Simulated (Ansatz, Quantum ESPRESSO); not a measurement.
# LiF(001): dielectric constant from slabs in a field, part 7 of 7

How well do thin films like LiF(001), 5 layers screen a field, with the ions clamped and free?

Quantum ESPRESSO 7.5; plane-wave DFT, PBE, GBRV ultrasoft pseudopotentials; geometry by Ansatz 0.2.0 with PAW datasets.

So far. Step 17 (Potential by pp.x, 9 layers): The slope in the vacuum is 0.100 eV/Å for an applied 0.10 V/Å, as it should be. Step 18 (Clamped-ion dielectric constant from the field inside …): ε = 0.1000 / 0.0490 = 2.04.

## (20) SCF with pw.x, 5 layers, with ecutwfc = 26, ecutrho = 208 and nosym = True

How much does a setting matter? One run is repeated with a change.

Contents of n5.f1.w0.in:

```
&control
  prefix = 'n5.f1.w0'
  outdir = './out'
  pseudo_dir = './pseudo'
  calculation = 'scf'
  tprnfor = .true.
  tefield = .true.
  dipfield = .true.
/
&system
  ibrav = 0
  nat = 10
  ntyp = 2
  ecutwfc = 26
  ecutrho = 208
  occupations = 'fixed'
  edir = 3
  emaxpos = 0.97
  eopreg = 0.04
  eamp = 0.00194469
  nosym = .true.
/
&electrons
  conv_thr = 1e-10
  mixing_beta = 0.5
  electron_maxstep = 120
/
ATOMIC_SPECIES
  Li  6.9400  li_pbe_v1.4.uspp.F.UPF
  F   18.9984  f_pbe_v1.4.uspp.F.UPF
CELL_PARAMETERS angstrom
  2.87792459940000 0.00000000000000 0.00000000000000
  0.00000000000000 2.87792459940000 0.00000000000000
  0.00000000000000 0.00000000000000 24.14000000000000
ATOMIC_POSITIONS crystal
  Li  0.000000000000 0.000000000000 0.333648074746
  F   0.500000000000 0.500000000000 0.330800501673
  Li  0.500000000000 0.500000000000 0.415377996277
  F   0.000000000000 0.000000000000 0.415887481207
  Li  -0.000000000000 0.000000000000 0.499999996043
  F   0.500000000000 0.500000000000 0.500000002950
  Li  0.500000000000 0.500000000000 0.584621996164
  F   -0.000000000000 0.000000000000 0.584112524377
  Li  0.000000000000 0.000000000000 0.666351917678
  F   0.500000000000 0.500000000000 0.669199508886
K_POINTS automatic
  8 8 1 0 0 0
```

Command:

```bash
> OMP_NUM_THREADS=1 mpirun -n 8 pw.x -nk 4 -in n5.f1.w0.in > n5.f1.w0.out
```

Log:

```text
[banner, memory and clock lines left out]
Program PWSCF v.7.5 starts
[citation notice left out]

[...]
bravais-lattice index     =            0
     lattice parameter (alat)  =       5.4385  a.u.
     unit-cell volume          =    1349.2508 (a.u.)^3
     number of atoms/cell      =           10
     number of atomic types    =            2
     number of electrons       =        50.00
     number of Kohn-Sham states=           25
     kinetic-energy cutoff     =      26.0000  Ry
     charge density cutoff     =     208.0000  Ry
     scf convergence threshold =      1.0E-10
     mixing beta               =       0.5000
     number of iterations used =            8  plain     mixing
     Exchange-correlation=  SLA  PW   PBX  PBC
                           (   1   4   3   4   0   0   0)

[...]
PseudoPot. # 1 for Li read from file:
     ./pseudo/li_pbe_v1.4.uspp.F.UPF
     Pseudo is Ultrasoft, Zval =  3.0
     Generated by new atomic code, or converted to UPF format
     Using radial grid of  751 points,  5 beta functions with:
                l(1) =   0
                l(2) =   0
                l(3) =   0
                l(4) =   1
                l(5) =   1
     Q(r) pseudized with 10 coefficients,  rinner =    1.150   1.150   1.150

     PseudoPot. # 2 for F  read from file:
     ./pseudo/f_pbe_v1.4.uspp.F.UPF
     Pseudo is Ultrasoft, Zval =  7.0
     Generated by new atomic code, or converted to UPF format
     Using radial grid of  799 points,  4 beta functions with:
                l(1) =   0
                l(2) =   0
                l(3) =   1
                l(4) =   1
     Q(r) pseudized with  8 coefficients,  rinner =    0.950   0.950   0.950

     atomic species   valence    mass     pseudopotential
     Li                3.00     6.94000     Li( 1.00)
     F                 7.00    18.99840     F ( 1.00)

     No symmetry found

[...]
number of k points=    34
[...]
Dense  grid:    68449 G-vectors     FFT dimensions: (  25,  25, 216)

     Smooth grid:    24197 G-vectors     FFT dimensions: (  18,  18, 150)

     Initial potential from superposition of free atoms

     starting charge      47.7463, renormalised to      50.0000

     negative rho (up, down):  2.377E-04 0.000E+00

     Adding external electric field

     Computed dipole along edir(3) :
        Dipole               -0.0000 Ry au,         -0.0000 Debye
        Dipole field         -0.0000 Ry au,

        E field amplitude [Ha a.u.]:  1.9447E-03
        Potential amp.        0.1703 Ry
        Total length         43.7933 bohr

     Starting wfcs are   45 randomized atomic wfcs

     per-process dynamical memory:    26.8 Mb

     Self-consistent Calculation

     iteration #  1     ecut=    26.00 Ry     beta= 0.50
     Davidson diagonalization with overlap
     ethr =  1.00E-02,  avg # of iterations =  1.6

     Threshold (ethr) on eigenvalues was too large:
     Diagonalizing with lowered threshold

     Davidson diagonalization with overlap
     ethr =  4.32E-04,  avg # of iterations =  2.1

     negative rho (up, down):  1.545E-05 0.000E+00

     Adding external electric field

     Computed dipole along edir(3) :
        Dipole                0.0501 Ry au,          0.1273 Debye
        Dipole field          0.0005 Ry au,

        E field amplitude [Ha a.u.]:  1.9447E-03
        Potential amp.        0.1295 Ry
        Total length         43.7933 bohr

     total energy              =    -316.46653158 Ry
     estimated scf accuracy    <       0.24517973 Ry

     iteration #  2     ecut=    26.00 Ry     beta= 0.50
[...]
negative rho (up, down):  2.837E-05 0.000E+00

[...]
Dipole                0.0527 Ry au,          0.1340 Debye
[...]
E field amplitude [Ha a.u.]:  1.9447E-03
[...]
total energy              =    -316.48598900 Ry
     estimated scf accuracy    <       0.02961673 Ry

     iteration #  3     ecut=    26.00 Ry     beta= 0.50
[...]
negative rho (up, down):  2.676E-04 0.000E+00

[...]
Dipole                0.0488 Ry au,          0.1241 Debye
[...]
E field amplitude [Ha a.u.]:  1.9447E-03
[...]
total energy              =    -316.48590892 Ry
     estimated scf accuracy    <       0.00479042 Ry

     iteration #  4     ecut=    26.00 Ry     beta= 0.50
[...]
negative rho (up, down):  1.284E-04 0.000E+00

[...]
Dipole                0.0490 Ry au,          0.1246 Debye
[...]
E field amplitude [Ha a.u.]:  1.9447E-03
[...]
total energy              =    -316.48666901 Ry
     estimated scf accuracy    <       0.00045752 Ry

     iteration #  5     ecut=    26.00 Ry     beta= 0.50
[...]
negative rho (up, down):  9.599E-05 0.000E+00

[...]
Dipole                0.0481 Ry au,          0.1223 Debye
[...]
E field amplitude [Ha a.u.]:  1.9447E-03
[...]
total energy              =    -316.48683118 Ry
     estimated scf accuracy    <       0.00011993 Ry

     iteration #  6     ecut=    26.00 Ry     beta= 0.50
[...]
negative rho (up, down):  9.113E-05 0.000E+00

[...]
Dipole                0.0477 Ry au,          0.1213 Debye
[...]
E field amplitude [Ha a.u.]:  1.9447E-03
[...]
total energy              =    -316.48683512 Ry
     estimated scf accuracy    <       0.00001676 Ry

[...]
iteration #  9     ecut=    26.00 Ry     beta= 0.50
[...]
negative rho (up, down):  9.151E-05 0.000E+00

[...]
Dipole                0.0479 Ry au,          0.1218 Debye
[...]
E field amplitude [Ha a.u.]:  1.9447E-03
[...]
total energy              =    -316.48684421 Ry
     estimated scf accuracy    <       0.00000012 Ry

     iteration # 10     ecut=    26.00 Ry     beta= 0.50
[...]
negative rho (up, down):  9.180E-05 0.000E+00

[...]
Dipole                0.0479 Ry au,          0.1218 Debye
[...]
E field amplitude [Ha a.u.]:  1.9447E-03
[...]
total energy              =    -316.48684425 Ry
     estimated scf accuracy    <          1.7E-09 Ry

     iteration # 11     ecut=    26.00 Ry     beta= 0.50
[...]
negative rho (up, down):  9.196E-05 0.000E+00

[...]
Dipole                0.0479 Ry au,          0.1218 Debye
[...]
E field amplitude [Ha a.u.]:  1.9447E-03
[...]
total energy              =    -316.48684425 Ry
     estimated scf accuracy    <          1.4E-09 Ry

     iteration # 12     ecut=    26.00 Ry     beta= 0.50
[...]
negative rho (up, down):  9.215E-05 0.000E+00

[...]
Dipole                0.0479 Ry au,          0.1218 Debye
[...]
E field amplitude [Ha a.u.]:  1.9447E-03
[...]
End of self-consistent calculation

          k = 0.0000 0.0000 0.0000 (  3047 PWs)   bands (ev):

   -45.5086 -45.3046 -45.1872 -45.1330 -45.0898 -24.2897 -24.0791 -23.8042
   -23.6662 -23.3007  -6.9294  -6.2324  -5.3482  -5.2037  -5.2037  -4.9246
    -4.9246  -4.7344  -4.5868  -4.5868  -4.4146  -4.4146  -4.3561  -4.0986
    -4.0986

          k = 0.0000 0.1250 0.0000 (  3057 PWs)   bands (ev):

   -45.5067 -45.3024 -45.1851 -45.1315 -45.0877 -24.2588 -24.0560 -23.7954
   -23.6604 -23.2900  -6.8235  -6.2093  -5.5458  -5.3218  -5.1374  -5.0070
    -4.9248  -4.8691  -4.6873  -4.5525  -4.5293  -4.4074  -4.3823  -4.2280
    -4.0799

[...]
highest occupied level (ev):    -3.9561

!    total energy              =    -316.48684426 Ry
     estimated scf accuracy    <          1.3E-11 Ry

     The total energy is the sum of the following terms:
     one-electron contribution =   -2906.49562708 Ry
     hartree contribution      =    1463.83304331 Ry
     xc contribution           =     -64.44547566 Ry
     ewald contribution        =    1190.62138017 Ry
     electric field correction =      -0.00016500 Ry

     convergence has been achieved in  12 iterations

     Forces acting on atoms (cartesian axes, Ry/au):

     atom    1 type  1   force =     0.00000000    0.00000002    0.00116231
     atom    2 type  2   force =     0.00000002   -0.00000007   -0.00242726
     atom    3 type  1   force =     0.00000000    0.00000001    0.00196785
     atom    4 type  2   force =     0.00000006    0.00000003   -0.00193526
     atom    5 type  1   force =     0.00000000   -0.00000003    0.00200128
     atom    6 type  2   force =    -0.00000002   -0.00000001   -0.00200608
     atom    7 type  1   force =     0.00000000    0.00000001    0.00203700
     atom    8 type  2   force =    -0.00000005   -0.00000003   -0.00206877
     atom    9 type  1   force =    -0.00000000    0.00000002    0.00267885
     atom   10 type  2   force =    -0.00000001    0.00000005   -0.00140991

     Total force =     0.006363     Total SCF correction =     0.000002

[...]
```

It took 8.7 s on 8 MPI ranks of Arm Neoverse V2, shared host; peak memory 0.54 GiB.

The changed values were drawn from a wide range, not chosen for quality; the comparison shows what they did here together.

Beside the run it was changed from:

```
                     quantity   this run  unchanged run  difference
dipole along the normal (e·Å)    0.02536        0.02527      8.3e-5
             free energy (eV)  -4306.023      -4310.303         4.3
                wall time (s)        8.7             16            
               SCF iterations         12             12
```

The free energy moves by +4.3e+02 meV an atom.

The physical values in this table move by up to 0.33 %.

## (21) Ground state, 5 layers, with mixing_beta = 0.3

One more run, with a changed input.

Contents of n5.f1.bad.in:

```
&control
  prefix = 'n5.f1.bad'
  outdir = './out'
  pseudo_dir = './pseudo'
  calculation = 'scf'
  tprnfor = .true.
  tefield = .true.
  dipfield = .true.
  mixing_beta = 0.3
/
&system
  ibrav = 0
  nat = 10
  ntyp = 2
  ecutwfc = 40
  ecutrho = 200
  occupations = 'fixed'
  edir = 3
  emaxpos = 0.97
  eopreg = 0.04
  eamp = 0.00194469
/
&electrons
  conv_thr = 1e-10
  mixing_beta = 0.5
  electron_maxstep = 50
/
ATOMIC_SPECIES
  Li  6.9400  li_pbe_v1.4.uspp.F.UPF
  F   18.9984  f_pbe_v1.4.uspp.F.UPF
CELL_PARAMETERS angstrom
  2.87792459940000 0.00000000000000 0.00000000000000
  0.00000000000000 2.87792459940000 0.00000000000000
  0.00000000000000 0.00000000000000 24.14000000000000
ATOMIC_POSITIONS crystal
  Li  0.000000000000 0.000000000000 0.333648074746
  F   0.500000000000 0.500000000000 0.330800501673
  Li  0.500000000000 0.500000000000 0.415377996277
  F   0.000000000000 0.000000000000 0.415887481207
  Li  -0.000000000000 0.000000000000 0.499999996043
  F   0.500000000000 0.500000000000 0.500000002950
  Li  0.500000000000 0.500000000000 0.584621996164
  F   -0.000000000000 0.000000000000 0.584112524377
  Li  0.000000000000 0.000000000000 0.666351917678
  F   0.500000000000 0.500000000000 0.669199508886
K_POINTS automatic
  8 8 1 0 0 0
```

Command:

```bash
> OMP_NUM_THREADS=1 mpirun -n 8 pw.x -nk 4 -in n5.f1.bad.in > n5.f1.bad.out
```

Log:

```text
[banner, memory and clock lines left out]
Program PWSCF v.7.5 starts

          URL

 %%%%%%%%%%%%%%%%%%%%%%%%%%%%%%%%%%%%%%%%%%%%%%%%%%%%%%%%%%%%%%%%%%%%%%%%%%%%%%
     Error in routine  read_namelists (1):
      bad line in namelist &control: "  mixing_beta = 0.3" (error could be in the previous line)
 %%%%%%%%%%%%%%%%%%%%%%%%%%%%%%%%%%%%%%%%%%%%%%%%%%%%%%%%%%%%%%%%%%%%%%%%%%%%%%

     stopping ...
[the rest left out]
```

Run time: 0.51 s. Hardware: 8 MPI ranks; peak memory 0.11 GiB.

The program refused the input before any cycle.

The program's message: “Error in routine  read_namelists (1): bad line in namelist &control: "  mixing_beta = 0.3" (error could be in the previous line)”

The change that led to it: control.mixing_beta = 0.3.

The message: “read_namelists (1): bad line in namelist &control: " mixing_beta = 0.3" (error could be in the previous line)”. The key doesn't belong in &control, and its own namelist already sets it; the stray line has to go.

## (22) A check by hand

A slab of thickness t takes t(1 − 1/ε) off the field's path. Four layers: (9.670 − 5.522) / 8.138 = 0.5098, so ε = 1/(1 − 0.5098) = 2.04.

## (23) What came out

```
clamped-ion dielectric constant, 5 layers                                     : 2.04
clamped-ion dielectric constant, 9 layers                                     : 2.04
relaxed-ion value, 5 layers, two rough readings (polarisability, inner slope) : 10.2, 9.6
sheet polarisability, 5 layers                                                : 5.52 Å
sheet polarisability, 9 layers                                                : 9.67 Å
```

**Reading.** The electronic dielectric constant inside comes to 2.04; with the ions free five layers give only rough readings (PBE, GBRV ultrasoft). Four more layers add 8.14 Å and 4.15 Å of sheet polarisability; 1 − 1/ε = 0.510 then gives ε = 2.04 for the interior, free of the surfaces. With the ions free 4πα/A grows from 5.52 to 9.76 Å. At the thickness that the clamped run implies, 10.83 Å, this is ε = 10.2, with the answer of the surface ions in it; the slope of the inner potential gives 9.6, but that slope is small and hangs on the window of the fit. The cubic lattice constant was set to 4.07 Å, near the PBE value. These functionals tend to put the electronic constant too high, and five layers have little bulk-like interior. Neither relaxed-ion reading is the bulk's static constant.

[Logs are printed without paths, hosts, clocks, repeated set-up lines and the standing remarks that a program may print on its own settings, such as how far it seeks lower states.]

[Hosts, paths, dates, database ids (printed as entryN), source tags and the programs' standing remarks are cut or masked in the printed files.]

[Maps of the electrostatic potential energy from Ansatz leave out the sawtooth potential of an applied field or a dipole correction, so their vacuum need not be flat; planar profiles and work functions include it.]
